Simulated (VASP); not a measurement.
# Zr in VASP: single point with PBE

Aim: the single point of Zr with PBE.

Program: VASP 6.6.1. These are calculated values, not measurements. Logs are shortened: lines on timing, memory, paths and dates and some standing lists are left out, and cuts for length are marked.

**1. The cell of the first run**

The cell holds a slab with vacuum, 8 atoms: a = 6.466 Å, b = 5.169 Å, c = 21.477 Å, α = 90.00°, β = 90.00°, γ = 90.00°.

The slab is cut from a database's or a generator's crystal, which needn't be the stable form of the element.

**2. Single point, PBE (the clean substrate in the cell of the map)**

Contents of INCAR:

```
SYSTEM = Zr
ALGO = Fast ; DIPOL = 0.5 0.5 0.268
EDIFF = 1E-7 ; ENCUT = 520
GGA = PE ; IDIPOL = 3
ISIF = 2 ; ISMEAR = 0
LASPH = .TRUE. ; LCHARG = .FALSE.
LDIPOL = .TRUE. ; LREAL = .FALSE.
LWAVE = .FALSE. ; NBANDS = 58
NELM = 60 ; PREC = Accurate
SIGMA = 0.1
```

Contents of KPOINTS:

```
k-points
0
G
  4 5 1
  0 0 0
```

Contents of POSCAR:

```
Zr
1.0
    6.4655797190      0.0000000000      0.0000000000
    0.0000000000      5.1691196956      0.0000000000
    0.0000000000      0.0000000000     21.4770873995
Zr
8
Direct
    0.0000000000      0.7500000000      0.1862449934
    0.5000000000      0.7500000000      0.1862449934
    0.2500000000      0.2500000000      0.2296971631
    0.7500000000      0.2500000000      0.2296971631
    0.2500000000      0.7500000000      0.3072330536
    0.7500000000      0.7500000000      0.3072330536
    0.0000000000      0.2500000000      0.3481425233
    0.5000000000      0.2500000000      0.3481425233
```

Potentials or basis: VASP PAW PBE potentials, release 64 (Zr_sv).

The run is started by

```bash
cat potpaw_PBE.64/Zr_sv/POTCAR > POTCAR
mpirun -np 1 vasp_std > vasp.out
```

OUTCAR:

```text
SYSTEM = Zr
   EDIFF = 1E-7
   ENCUT = 520
   GGA = PE
   ISIF = 2
   ISMEAR = 0
   LASPH = .TRUE.
   LREAL = .FALSE.
   NELM = 60
   PREC = Accurate

 ion  position               nearest neighbor table
   1  0.000  0.750  0.186-   5 3.06   6 3.06   3 3.19   4 3.19   3 3.19   4 3.19   2 3.23   2 3.23

   2  0.500  0.750  0.186-   5 3.06   6 3.06   3 3.19   4 3.19   3 3.19   4 3.19   1 3.23   1 3.23

   3  0.250  0.250  0.230-   7 3.01   8 3.01   5 3.07   5 3.07   1 3.19   1 3.19   2 3.19   2 3.19
                             4 3.23   4 3.23
   4  0.750  0.250  0.230-   7 3.01   8 3.01   6 3.07   6 3.07   1 3.19   1 3.19   2 3.19   2 3.19
                             3 3.23   3 3.23
   5  0.250  0.750  0.307-   1 3.06   2 3.06   3 3.07   3 3.07   8 3.17   7 3.17   7 3.17   8 3.17
                             6 3.23   6 3.23
   6  0.750  0.750  0.307-   1 3.06   2 3.06   4 3.07   4 3.07   8 3.17   7 3.17   7 3.17   8 3.17
                             5 3.23   5 3.23
   7  0.000  0.250  0.348-   3 3.01   4 3.01   5 3.17   6 3.17   5 3.17   6 3.17   8 3.23   8 3.23

   8  0.500  0.250  0.348-   3 3.01   4 3.01   5 3.17   6 3.17   5 3.17   6 3.17   7 3.23   7 3.23

  LATTYP: Found a simple orthorhombic cell.
 ALAT       =     5.1691196956
 B/A-ratio  =     1.2508086676
 C/A-ratio  =     4.1548829712

  Lattice vectors:

 A1 = (   0.0000000000,  -5.1691196956,   0.0000000000)
 A2 = (   6.4655797190,   0.0000000000,   0.0000000000)
 A3 = (   0.0000000000,   0.0000000000,  21.4770873995)

Analysis of symmetry for initial positions (statically):
=====================================================================
 Subroutine PRICEL returns following result:

  LATTYP: Found a simple orthorhombic cell.
 ALAT       =     3.2327898595
 B/A-ratio  =     1.5989655747
 C/A-ratio  =     6.6435148379

  Lattice vectors:

 A1 = (   3.2327898595,   0.0000000000,   0.0000000000)
 A2 = (   0.0000000000,   5.1691196956,   0.0000000000)
 A3 = (   0.0000000000,   0.0000000000,  21.4770873995)

   2 primitive cells build up your supercell.

 Routine SETGRP: Setting up the symmetry group for a
 simple orthorhombic supercell.

 Subroutine GETGRP returns: Found  4 space group operations
 (whereof  2 operations were pure point group operations)
 out of a pool of  8 trial point group operations.

The static configuration has the point symmetry C_1h.
 The point group associated with its full space group is C_2v.

Analysis of symmetry for dynamics (positions and initial velocities):
=====================================================================
 Subroutine PRICEL returns following result:

  LATTYP: Found a simple orthorhombic cell.
 ALAT       =     3.2327898595
 B/A-ratio  =     1.5989655747
 C/A-ratio  =     6.6435148379

  Lattice vectors:

 A1 = (   3.2327898595,   0.0000000000,   0.0000000000)
 A2 = (   0.0000000000,   5.1691196956,   0.0000000000)
 A3 = (   0.0000000000,   0.0000000000,  21.4770873995)

   2 primitive cells build up your supercell.

 Routine SETGRP: Setting up the symmetry group for a
 simple orthorhombic supercell.

 Subroutine GETGRP returns: Found  4 space group operations
 (whereof  2 operations were pure point group operations)
 out of a pool of  8 trial point group operations.

The dynamic configuration has the point symmetry C_1h.
 The point group associated with its full space group is C_2v.

 Subroutine INISYM returns: Found  4 space group operations
 (whereof  2 operations are pure point group operations),
 and found     2 'primitive' translations

----------------------------------------------------------------------------------------

                                     Primitive cell

  volume of cell :     358.8967

  direct lattice vectors                    reciprocal lattice vectors
     3.232789859  0.000000000  0.000000000     0.309330344  0.000000000  0.000000000
     0.000000000  5.169119696  0.000000000     0.000000000  0.193456538  0.000000000
     0.000000000  0.000000000 21.477087399     0.000000000  0.000000000  0.046561248

  length of vectors
     3.232789859  5.169119696 21.477087399     0.309330344  0.193456538  0.046561248

  position of ions in fractional coordinates (direct lattice)
     0.000000000  0.750000000  0.186244993
     0.500000000  0.250000000  0.229697163
     0.500000000  0.750000000  0.307233054
     0.000000000  0.250000000  0.348142523

  ion indices of the primitive-cell ions
   primitive index   ion index
                 1           1
                 2           3
                 3           5
                 4           7

----------------------------------------------------------------------------------------

 KPOINTS: k-points

Automatic generation of k-mesh.
 Grid dimensions read from file:
 generate k-points for:    4    5    1

 Generating k-lattice:

  Cartesian coordinates                     Fractional coordinates (reciprocal lattice)
     0.038666293  0.000000000  0.000000000     0.250000000  0.000000000  0.000000000
     0.000000000  0.038691308  0.000000000     0.000000000  0.200000000  0.000000000
     0.000000000  0.000000000  0.046561248     0.000000000  0.000000000  1.000000000

  Length of vectors
     0.038666293  0.038691308  0.046561248

  Shift w.r.t. Gamma in fractional coordinates (k-lattice)
     0.000000000  0.000000000  0.000000000

 Subroutine IBZKPT returns following result:
 ===========================================

 Found      9 irreducible k-points:

 Following reciprocal coordinates:
            Coordinates               Weight
  0.000000  0.000000  0.000000      1.000000
  0.250000  0.000000  0.000000      2.000000
  0.500000  0.000000  0.000000      1.000000
  0.000000  0.200000  0.000000      2.000000
  0.250000  0.200000  0.000000      4.000000
  0.500000  0.200000  0.000000      2.000000
  0.000000  0.400000  0.000000      2.000000
  0.250000  0.400000  0.000000      4.000000
  0.500000  0.400000  0.000000      2.000000
   k-points           NKPTS =      9   k-points in BZ     NKDIM =      9   number of bands    NBANDS=     58
   number of dos      NEDOS =    301   number of ions     NIONS =      8
   total plane-waves  NPLWV = 307200
   dimension x,y,z NGX =    48 NGY =   40 NGZ =  160
   dimension x,y,z NGXF=    96 NGYF=   80 NGZF=  320
   ions per type =               8
   NGX,Y,Z   is equivalent  to a cutoff of  12.34, 12.86, 12.38 a.u.
   NGXF,Y,Z  is equivalent  to a cutoff of  24.68, 25.73, 24.77 a.u.
 SYSTEM =  Zr
   PREC   = accura    normal or accurate (medium, high low for compatibility)
   ISTART =      0    job   : 0-new  1-cont  2-samecut
   ICHARG =      2    charge: 1-file 2-atom 10-const
   ISPIN  =      1    spin polarized calculation?
   LNONCOLLINEAR =      F non collinear calculations
   LSORBIT =      F    spin-orbit coupling
   LASPH  =      T    aspherical Exc in radial PAW
   ENCUT  =  520.0 eV  38.22 Ry    6.18 a.u.  12.02  9.61 39.93*2*pi/ulx,y,z
   NELM   =     60;   NELMIN=  2; NELMDL= -5     # of ELM steps
   EDIFF  = 0.1E-06   stopping-criterion for ELM
   LREAL  =      F    real-space projection
   EDIFFG = 0.1E-05   stopping-criterion for IOM
   NSW    =      0    number of steps for IOM
   IBRION =     -1    ionic relax: 0-MD 1-quasi-New 2-CG
   NFREE  =      0    steps in history (QN), initial steepest desc. (CG)
   ISIF   =      2    stress and relaxation
   ISYM   =      2    0-nonsym 1-usesym 2-fastsym
   POTIM  = 0.5000    time-step for ionic-motion
   TEBEG  =    0.0;   TEEND  =   0.0 temperature during run
   PSTRESS=    0.0 pullay stress
   NELECT =      96.0000    total number of electrons
   NUPDOWN=      -1.0000    fix difference up-down
   EMIN   =  10.00;   EMAX   =-10.00  energy-range for DOS
   EFERMI =   0.00;   METHOD = LEGACY
   ISMEAR =     0;   SIGMA  =   0.10  broadening in eV -4-tet -1-fermi 0-gaus
   EFERMI_NEDOS =   21; number of points for ismear=-14 and -15
   IALGO  =     68    algorithm
   IMIX   =      4    mixing-type and parameters
     AMIX     =   0.40;   BMIX     =  1.00
     AMIX_MAG =   1.60;   BMIX_MAG =  1.00
  volume/ion in A,a.u.               =      89.72       605.49
  Fermi-wavevector in a.u.,A,eV,Ry     =   0.837206  1.582089  9.536502  0.700913
  Thomas-Fermi vector in A             =   1.951057
   LORBIT       =      0    0 simple, 1 ext, 2 COOP (PROOUT), +10 PAW based schemes
   GGA     = PE    functional components
   LHFCALC =     F    Hartree Fock is set to
   AEXX    =    0.0000 exact exchange contribution
   IVDW    =     0    specifies the selected vdW correction
   LEPSILON=     F    determine dielectric tensor
   LRPA    =     F    only Hartree local field effects (RPA)
 non-spin polarized calculation
 RMM-DIIS sequential band-by-band and
 Gauss-broadening in eV      SIGMA  =   0.10
  energy-cutoff  :      520.00
  volume of cell :      717.79
 maximum number of plane-waves:     19356
   NGX = 25   NGY = 19   NGZ = 79

 dipolmoment           0.000000      0.000000     -0.019297 electrons x Angstroem

 number of electron      95.9999999 magnetization

 dipolmoment           0.000000      0.000000      0.015843 electrons x Angstroem

 Free energy of the ion-electron system (eV)
  ---------------------------------------------------
  ext. energy  EPLUGINS =         0.00000000
  ---------------------------------------------------
  free energy    TOTEN  =       -61.18294236 eV

  energy without entropy =      -61.10404928  energy(sigma->0) =      -61.14349582

 E-fermi :  -0.3414     XC(G=0):  -3.8114

 val. band max:       -0.3484325361   @ k =   0.2500   0.2000   0.0000
 cond. band min:      -0.3307262474   @ k =   0.5000   0.4000   0.0000
 fundamental gap:      0.0177062887
 Fermi energy:        -0.3414029189

 k-point     1 :       0.0000    0.0000    0.0000
  band No.  band energies     occupation
      1     -49.4748      2.00000
      2     -49.4242      2.00000
      3     -49.4032      2.00000
      4     -49.3511      2.00000
      5     -48.9967      2.00000
      6     -48.9733      2.00000
[... 50 lines left out ...]
     57       0.9101      0.00000
     58       1.1802      0.00000

 k-point     2 :       0.2500    0.0000    0.0000
  band No.  band energies     occupation
      1     -49.4673      2.00000
      2     -49.4315      2.00000
      3     -49.3958      2.00000
      4     -49.3590      2.00000
      5     -48.9931      2.00000
      6     -48.9766      2.00000
[... 50 lines left out ...]
     57       0.7434      0.00000
     58       0.8549      0.00000

 k-point     3 :       0.5000    0.0000    0.0000
  band No.  band energies     occupation
      1     -49.4493      2.00000
      2     -49.4493      2.00000
      3     -49.3777      2.00000
      4     -49.3777      2.00000
      5     -48.9847      2.00000
      6     -48.9847      2.00000
[... 50 lines left out ...]
     57       0.7353      0.00000
     58       0.7357      0.00000

 k-point     4 :       0.0000    0.2000    0.0000
  band No.  band energies     occupation
      1     -49.4726      2.00000
      2     -49.4241      2.00000
      3     -49.4013      2.00000
      4     -49.3511      2.00000
      5     -48.9948      2.00000
      6     -48.9670      2.00000
[... 50 lines left out ...]
     57       0.8168      0.00000
     58       1.3341      0.00000

 k-point     5 :       0.2500    0.2000    0.0000
  band No.  band energies     occupation
      1     -49.4655      2.00000
      2     -49.4312      2.00000
      3     -49.3941      2.00000
      4     -49.3586      2.00000
      5     -48.9906      2.00000
      6     -48.9709      2.00000
[... 50 lines left out ...]
     57       0.6426      0.00000
     58       1.0666      0.00000

 k-point     6 :       0.5000    0.2000    0.0000
  band No.  band energies     occupation
      1     -49.4483      2.00000
      2     -49.4483      2.00000
      3     -49.3766      2.00000
      4     -49.3766      2.00000
      5     -48.9807      2.00000
      6     -48.9807      2.00000
[... 50 lines left out ...]
     57       0.5273      0.00000
     58       0.7040      0.00000

 k-point     7 :       0.0000    0.4000    0.0000
  band No.  band energies     occupation
      1     -49.4692      2.00000
      2     -49.4241      2.00000
      3     -49.3981      2.00000
      4     -49.3510      2.00000
      5     -48.9898      2.00000
      6     -48.9529      2.00000
[... 50 lines left out ...]
     57       0.7833      0.00000
     58       1.0506      0.00000

 k-point     8 :       0.2500    0.4000    0.0000
  band No.  band energies     occupation
      1     -49.4626      2.00000
      2     -49.4307      2.00000
      3     -49.3913      2.00000
      4     -49.3580      2.00000
      5     -48.9844      2.00000
      6     -48.9583      2.00000
[... 50 lines left out ...]
     57       0.6457      0.00000
     58       0.8708      0.00000

 k-point     9 :       0.5000    0.4000    0.0000
  band No.  band energies     occupation
      1     -49.4467      2.00000
      2     -49.4467      2.00000
      3     -49.3747      2.00000
      4     -49.3747      2.00000
      5     -48.9713      2.00000
      6     -48.9713      2.00000
[... 50 lines left out ...]
     57       0.4069      0.00000
     58       0.4922      0.00000

------------------------ aborting loop because EDIFF is reached ----------------------------------------

 vacuum level on the upper side and lower side of the slab       (xc-potential included)        -0.040        -0.125

  FORCE on cell =-STRESS in cart. coord.  units (eV):
  Direction    XX          YY          ZZ          XY          YZ          ZX
  --------------------------------------------------------------------------------------
  -------------------------------------------------------------------------------------
  Total       -7.5293287     -0.3503295     -0.6590925      0.0000000      0.0000000      0.0000000
  in kB      -16.8061176     -0.7819660     -1.4711520      0.0000000      0.0000000      0.0000000
  external PRESSURE =      -6.3530785 kB  Pullay stress =       0.0000000 kB

 VOLUME and BASIS-vectors are now :
 -----------------------------------------------------------------------------
  energy-cutoff  :      520.00
  volume of cell :      717.79
      direct lattice vectors                 reciprocal lattice vectors
     6.465579719  0.000000000  0.000000000     0.154665172  0.000000000  0.000000000
     0.000000000  5.169119696  0.000000000     0.000000000  0.193456538  0.000000000
     0.000000000  0.000000000 21.477087400     0.000000000  0.000000000  0.046561248

 POSITION                                       TOTAL-FORCE (eV/Angst)
 -----------------------------------------------------------------------------------
      0.00000      3.87684      4.00000        -0.000000      0.000000      0.283672
      3.23279      3.87684      4.00000        -0.000000      0.000000      0.283672
      1.61639      1.29228      4.93323         0.000000     -0.000000     -0.295668
      4.84918      1.29228      4.93323         0.000000     -0.000000     -0.295668
      1.61639      3.87684      6.59847         0.000000      0.000000      0.068645
      4.84918      3.87684      6.59847         0.000000      0.000000      0.068645
      0.00000      1.29228      7.47709         0.000000      0.000000     -0.056649
      3.23279      1.29228      7.47709         0.000000      0.000000     -0.056649
 -----------------------------------------------------------------------------------
    total drift:                                0.000000      0.000000     -0.000366

  FREE ENERGIE OF THE ION-ELECTRON SYSTEM (eV)
  ---------------------------------------------------
  free  energy   TOTEN  =       -61.1829423636 eV

  energy  without entropy=      -61.1040492795  energy(sigma->0) =      -61.14349582

 vacuum level on the upper side and lower side of the slab         3.382         3.295
```

Run time: 35 min. Hardware: 1 thread of Intel Xeon Platinum 8488C (Sapphire Rapids), shared host; peak memory 0.74 GiB.

Results:

- Free energy: -61.1829 eV
- Largest force: 0.296 eV/Å
- Band gap on the k mesh: none (metal or under the smearing width)

Forces on the atoms (eV/Å):
```
Zr   0.000  0.000  0.284
Zr   0.000  0.000  0.284
Zr   0.000  0.000 -0.296
Zr   0.000  0.000 -0.296
Zr   0.000  0.000  0.069
Zr   0.000  0.000  0.069
Zr   0.000  0.000 -0.057
Zr   0.000  0.000 -0.057
```
